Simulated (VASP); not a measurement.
Here is a VASP 6.6.1 calculation.

INCAR

```
SYSTEM = Bi
ALGO = Normal ; EDIFF = 1E-7
EDIFFG = -0.03 ; ENCUT = 600
GGA = PS ; IBRION = 2
ISIF = 3 ; ISMEAR = 1
LASPH = .True. ; LCHARG = .False.
LREAL = .False. ; LWAVE = .False.
NELM = 100 ; NSW = 60
PREC = Accurate ; SIGMA = 0.1
```

KPOINTS

```
k-points
0
Gamma
  11 11 11
  0 0 0
```

POSCAR

```
Bi
1.0
   -1.9814310000      1.9814310000      1.9814310000
    1.9814310000     -1.9814310000      1.9814310000
    1.9814310000      1.9814310000     -1.9814310000
Bi
1
Direct
    0.0000000000      0.0000000000      0.0000000000
```

Potentials or basis: VASP PAW PBE potentials, release 64 (Bi_d).

Run with:

```bash
$ cat potpaw_PBE.64/Bi_d/POTCAR > POTCAR
$ mpirun -np 1 vasp_std > vasp.out
```

Task: Predict the band gap on the k mesh.

Result: None (metal or under the smearing width).

Task: Predict the space group after relaxing (to 0.05 Å).

Result: Im-3m (No. 229).

The path:
```
step  energy change (eV)  largest force (eV/Å)  pressure (GPa)  volume (Å³)
   1              0.0000                0.0000           -1.97        31.12
   2             -0.0040                0.0000            1.41        29.43
   3             -0.0067                0.0000            0.01        30.06
```

Caveat: the PAW data sets were made with another functional, which shifts forces and pressure a little; spin-orbit coupling is left out, which moves the levels of the heavy elements.
